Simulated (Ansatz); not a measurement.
Relaxed CsPbI₃ (cubic perovskite):

```
CsPbI3
1.0
    6.33267     0.00000     0.00000
    0.00000     6.33267     0.00000
    0.00000     0.00000     6.33267
Cs Pb I
1 1 3
Direct
  0.00000   0.00000   0.00000
  0.50000   0.50000   0.50000
  0.00000   0.50000   0.50000
  0.50000   0.50000   0.00000
  0.50000   0.00000   0.50000
```

In this cell atom 4 (I, nearest neighbour Pb at 3.166 Å; its periodic images, 6.3 Å or more away, move with it) is moved by s along Cartesian [110], unit vector (0.707, 0.707, 0.000); all other atoms and the cell stay fixed.

Computed with r2SCAN (plane waves to 500 eV, PAW, scalar-relativistic; Ansatz, a quantum-chemistry and plane-wave program). k mesh 4×4×4 (Γ-centred), Fermi-Dirac smearing 0.05 eV. Energies are smeared free energies. On this mesh the relaxed cell isn't quite at rest: it carries a pressure of 0.1 GPa (compression positive) at the zero of the scan. CsPbI3 was relaxed with its symmetry unable to fall. Spin-orbit coupling is left out, though I and Pb are heavy. This is a high-temperature form of CsPbI3. ΔE is measured from the undisplaced structure.

| s (Å) | ΔE (meV/cell) |
|---|---|
| -0.950 | 232.9 |
| -0.760 | 111.5 |
| -0.570 | 46.2 |
| -0.380 | withheld |
| -0.190 | 2.9 |
| 0.000 | 0.0 |
| 0.190 | 2.9 |
| 0.380 | withheld |
| 0.570 | 46.2 |
| 0.760 | 111.5 |
| 0.950 | 232.9 |

Question: Fit an even polynomial form (powers 2, 4) to the given rows and predict ΔE at s = 0.380.

Answer: Least squares on the 9 given rows: ΔE = (77.15)·s² + (200.5)·s⁴, in meV/cell with s in Å; root-mean-square residual 0.08 meV/cell. At 0.380 the fit gives 15.3 meV/cell; the calculation gives 15.0 meV/cell, so the interpolation is off by 0.3 (+2.0 %). The quadratic term alone would give 11.1 meV/cell.

(A displaced cell: forces are minus the slopes of the energy, force constants its curvatures, and phonons follow from these.)
